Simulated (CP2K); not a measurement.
Crystal: Sb.

```xyz
4
Lattice="6.0485 0.0000 0.0000 -4.6920 3.8171 0.0000 -0.6783 -1.9085 5.6993" Properties=species:S:1:pos:R:3 pbc="T T T"
Sb    2.6851   -0.9543    4.5738
Sb   -1.0605    0.3769    2.8496
Sb   -2.0068    2.8628    1.1255
Sb    1.7388    1.5317    2.8496
```

This isn't the form of Sb at room conditions, which is rhombohedral.

| Item | Value |
| --- | --- |
| Program | CP2K 2026.2 |
| Task | single point |
| Functional | PBEsol |
| Potentials or basis | POTENTIAL_UZH Sb GTH-PBE-q5; TZVP-MOLOPT-PBE-GTH basis |
| Density cutoff | 6123 eV |
| k mesh | 7 × 7 × 7 |
| Occupations | fermi-dirac, width 0.05 eV |
| Spin | no spin polarisation |

On this cell: pressure 1.8 GPa; largest force 0.057 eV/Å; band gap on the k mesh none (metal or under the smearing width).

The same run follows on a disturbed copy (atoms moved at random, drawn with an rms of 0.05 Å):

```
CELL_PARAMETERS angstrom
6.04852 0.00000 0.00000
-4.69196 3.81708 0.00000
-0.67828 -1.90854 5.69930
ATOMIC_POSITIONS crystal
Sb 0.64724 0.14869 0.80829
Sb 0.14489 0.34584 0.49574
Sb 0.34758 0.85024 0.19552
Sb 0.85045 0.64785 0.49850
```

**Question.** What changes?

**Answer.** The energy (extrapolated to zero smearing) moves by +2.5 meV/atom; pressure 1.9 GPa; largest force 0.240 eV/Å; band gap on the k mesh none (metal or under the smearing width).

Forces on the atoms (eV/Å):
```
Sb   0.060  0.047 -0.148
Sb   0.143 -0.048  0.076
Sb   0.019 -0.061  0.008
Sb  -0.223  0.062  0.064
```

Stress tensor (GPa, compression positive):
```
 1.31  0.38 -0.07
 0.38  2.45 -0.22
-0.07 -0.22  1.90
```

Caveats: the potentials were made for another functional, which shifts forces and pressure; the basis of atomic orbitals isn't converged, which shifts pressures, moduli and gaps.
